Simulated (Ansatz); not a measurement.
W:

```
W
1.0
     0.00000    2.03000    2.03000
     2.03000    0.00000    2.03000
     2.03000    2.03000    0.00000
W
1
Direct
  0.00000 0.00000 0.00000
```

This isn't the form of W at room conditions, which is bcc.

```yaml
Program: Ansatz 0.2.0
Task: relaxation of cell and atoms
Functional: HSEsol
Potentials_or_basis: Ansatz PAW
Cutoff: "420 eV (not typed: the program's choice for these potentials)"
k_mesh: 6 × 6 × 6
Occupations: fermi-dirac, width 0.05 eV
Spin: no spin polarisation
```

At the start: volume 16.73 Å³/atom.

**Question.** How do energy, volume and symmetry change on relaxing?

**Answer.** It ends after 4 steps and the volume is 15.97 Å³/atom (-4.5 %); space group Fm-3m (No. 225, to 0.05 Å).

The path:
```
step  energy change (eV)  largest force (eV/Å)  volume (Å³)
   1              0.0000                0.0000        16.73
   2             -0.0347                0.0000        15.99
   3             -0.0347                0.0000        15.97
   4             -0.0343                0.0000        15.97
```

Final structure:
```
CELL_PARAMETERS angstrom
0.00000 1.99893 1.99893
1.99893 0.00000 1.99893
1.99893 1.99893 0.00000
ATOMIC_POSITIONS crystal
W 0.00000 0.00000 0.00000
```

Caveat: the k mesh is coarse (spacing up to 0.45 Å⁻¹), so the values aren't converged, least of all with exact exchange; the plane-wave basis is chosen anew once the cell has moved, so the energies of steps on either side of that aren't comparable; the PAW data sets come from PBE, with cores solved anew for the run's functional, which leaves a small shift of forces and pressure.
